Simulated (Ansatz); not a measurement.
# MoP in Ansatz: the effect of Hubbard term

The system is MoP.

```
Mo P
1.0
     3.22300    0.00000    0.00000
    -1.61150    2.79120    0.00000
     0.00000    0.00000    3.19100
Mo P
1 1
Direct
  0.00000 0.00000 0.00000
  0.33333 0.66667 0.50000
```

Alike in all runs:

```yaml
Program: Ansatz 0.2.0
Task: single point
Functional: PBEsol
Potentials_or_basis: Ansatz PAW
Cutoff: "420 eV (not typed: the program's choice for these potentials)"
k_mesh: 10 × 10 × 8
Occupations: fermi-dirac, width 0.05 eV
Spin: no spin polarisation
Hubbard_projectors: ortho-atomic (the default)
Double_counting: fll (the default)
```

| Hubbard term | pressure (GPa) |
| --- | --- |
| none | ? |
| Mo d U = 2 eV | -4.5 |
| Mo d U = 3 eV | -4.8 |
| Mo d U = 4 eV | -5.1 |
| Mo d U = 5 eV | -5.3 |
| Mo d U = 6 eV | -5.5 |
| Mo d U = 8 eV | -5.3 |

Question: What does the run with Hubbard term none give?

Answer: Pressure -3.8 GPa.

Worked out: A parabola through the other rows of the pressure, of slope -0.62 GPa per eV there, extrapolates to -3.4 GPa, against the run's -3.8.

Caveats: the PAW data sets come from PBE, with cores solved anew for the run's functional, which leaves a small shift of forces and pressure; U without spin polarisation on a metal has little footing (some runs); the U is typed as a test and isn't derived for this compound (some runs).

Runs at the PBE level aren't shown here.
